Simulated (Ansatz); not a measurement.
N (P4_2/mnm) from a database structure was relaxed with 3 functionals in Ansatz, cell and atoms free, the symmetry of the start kept (meshes: PBE-D3(BJ) 6×6×4, r2SCAN+rVV10 6×6×4, PBE-D4 6×6×4). No spin polarisation and no zero-point or thermal motion.

The PBE-D4 result:
```yaml
crystal:
  lattice:
    - [4.10891, 0.00000, 0.00000]
    - [0.00000, 4.10891, 0.00000]
    - [0.00000, 0.00000, 5.34708]
  atoms:
    - { symbol: N, position: [0.90521, 0.90521, 0.00000] }
    - { symbol: N, position: [0.59479, 0.40521, 0.50000] }
    - { symbol: N, position: [0.09479, 0.09479, 0.00000] }
    - { symbol: N, position: [0.40521, 0.59479, 0.50000] }
```

Space group P4_2/mnm (No. 136), tetragonal; conventional cell a = 4.109 Å, c = 5.347 Å, 22.57 Å³ an atom. N is surrounded by 1 N at 1.10 Å.

**Question.** Order the functionals by the relaxed volume, smallest first.
A. r2SCAN+rVV10
B. PBE-D4
C. PBE-D3(BJ)

**Answer.** A (20.13 Å³/atom), C (22.32 Å³/atom), B (22.57 Å³/atom).

**Question.** What lattice does r2SCAN+rVV10 give?

**Answer.** a = 3.961 Å, c = 5.133 Å; the volume differs by -10.8 % from PBE-D4's. Around N lie 1 N at 1.09 Å.

**Question.** How does the cell change with PBE-D3(BJ)?

**Answer.** a = 4.094 Å, c = 5.325 Å; the volume differs by -1.1 % from PBE-D4's. N has 1 N at 1.10 Å.
